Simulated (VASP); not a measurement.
# CoO: relaxation of cell and atoms with PBE+U

CoO:

```
Co O
1.0
     3.11642    0.00000    0.00000
    -1.55821    2.69890    0.00000
     0.00000    0.00000    4.99281
Co O
2 2
Direct
  0.33333 0.66667 0.50000
  0.66667 0.33333 0.00000
  0.66667 0.33333 0.37901
  0.33333 0.66667 0.87901
```

The cell was built by a generator and needn't be a form met in nature.

```yaml
Program: VASP 6.6.1
Task: relaxation of cell and atoms
Functional: PBE
Potentials_or_basis: VASP PAW PBE potentials, release 64 (Co, O)
Cutoff: 600 eV
k_mesh: 12 × 12 × 6
Occupations: gaussian, width 0.03 eV
Spin: collinear spin, ferromagnetic start
Starting_moments: "[3.0, 3.0, 0.0, 0.0] μB"
Hubbard_terms: Co d U = 3.32 eV
Further_INCAR_settings: ALGO = Normal; EDIFF = 1e-06; AMIX = 0.2; BMIX = 0.0001; IBRION = 2; EDIFFG = -0.01; NSW = 90; ISIF = 3
```

```yaml
Relaxed_volume: 12.30 Å³/atom
Relaxed_cell: a = 3.293 Å, b = 3.293 Å, c = 5.237 Å, α = 90.00°, β = 90.00°, γ = 120.00°
Space_group_after_relaxing_to_0.05_Å: P6_3mc (No. 186)
Energy_gained_by_relaxing: 141.8 meV/atom
Ionic_steps: 13
Pressure_after_relaxing: 0.1 GPa
Band_gap_on_the_k_mesh: 0.71 eV, direct
Net_moment: 6.00 μB per cell
Site_moments: Co +2.71; O +0.18 μB
Valence_electrons_inside_the_program's_atomic_spheres: Co 7.88; O 5.01
```

Stress tensor (GPa, compression positive):
```
 0.10  0.00  0.00
 0.00  0.10  0.00
 0.00  0.00 -0.02
```

Step by step:
| step | energy change (eV) | largest force (eV/Å) | pressure (GPa) | volume (Å³) |
| --- | --- | --- | --- | --- |
| 1 | 0.0000 | 0.1762 | 28.72 | 41.99 |
| 2 | -0.3744 | 0.0454 | -10.67 | 54.50 |
| 3 | -0.5662 | 0.0006 | -0.02 | 49.24 |
| 4 | -0.5660 | 0.0024 | 0.40 | 49.08 |
| 5 | -0.5664 | 0.0291 | 0.35 | 49.09 |
| 6 | -0.5664 | 0.0454 | 0.34 | 49.10 |
| 7 | -0.5668 | 0.0242 | -0.03 | 49.23 |
| 8 | -0.5668 | 0.0181 | -0.13 | 49.27 |
| 9 | -0.5668 | 0.0164 | -0.20 | 49.28 |
| 10 | -0.5668 | 0.0179 | -0.13 | 49.28 |
| 11 | -0.5669 | 0.0079 | -0.06 | 49.25 |
| 12 | -0.5670 | 0.0080 | 0.06 | 49.20 |
| 13 | -0.5670 | 0.0013 | 0.06 | 49.20 |

Final structure:
```
Co O
1.0
     3.29342    0.00000    0.00000
    -1.64671    2.85218    0.00000
     0.00000    0.00000    5.23740
Co O
2 2
Cartesian
  0.0000 1.9015 2.6081
  1.6467 0.9507 5.2268
  1.6467 0.9507 1.9956
  0.0000 1.9015 4.6143
```

Levels at points of the mesh, in eV from the valence-band top:
Spin up:
```csv
k point,band 14,band 15,band 16,band 17,band 18,band 19,band 20,band 21,band 22
"(0.00, 0.00, 0.00)",-0.69,-0.69,-0.17,0.00,0.00,0.71,5.70,7.64,13.22
"(0.50, 0.00, 0.00)",-2.85,-2.34,-2.14,-0.83,-0.82,5.99,6.37,7.46,9.19
"(0.00, 0.00, 0.50)",-1.87,-0.35,-0.35,-0.35,-0.35,3.25,3.25,10.38,10.38
"(0.50, 0.00, 0.50)",-2.71,-1.43,-1.43,-1.19,-1.19,5.70,5.70,8.35,8.35
```
Spin down:
| k point | band 9 | band 10 | band 11 | band 12 | band 13 | band 14 | band 15 | band 16 |
| --- | --- | --- | --- | --- | --- | --- | --- | --- |
| (0.00, 0.00, 0.00) | -1.76 | -1.76 | -0.90 | -0.90 | 1.38 | 2.42 | 3.44 | 3.44 |
| (0.50, 0.00, 0.00) | -1.23 | -1.12 | -1.07 | -0.63 | 1.75 | 2.07 | 2.57 | 2.82 |
| (0.00, 0.00, 0.50) | -1.25 | -1.25 | -1.25 | -1.25 | 2.95 | 2.95 | 3.86 | 3.86 |
| (0.50, 0.00, 0.50) | -1.14 | -1.14 | -0.84 | -0.84 | 1.94 | 1.94 | 3.13 | 3.13 |

Eigenvalues of the final occupation matrices:
| site | spin | trace | eigenvalues |
| --- | --- | --- | --- |
| site 1 d | 1 | 4.90 | 0.97 0.97 0.99 0.99 0.99 |
| site 1 d | 2 | 2.25 | 0.11 0.11 0.12 0.95 0.95 |
| site 2 d | 1 | 4.90 | 0.97 0.97 0.99 0.99 0.99 |
| site 2 d | 2 | 2.25 | 0.11 0.11 0.12 0.95 0.95 |

It took 4.8 min on 2 MPI ranks on Intel(R) Xeon(R) 6975P-C (Granite Rapids), with other jobs on the host, peak memory 0.29 GiB a rank.

Caveat: the volume moved by over 15 % at a fixed basis, so the end points are rough. A k mesh can miss the band edges.
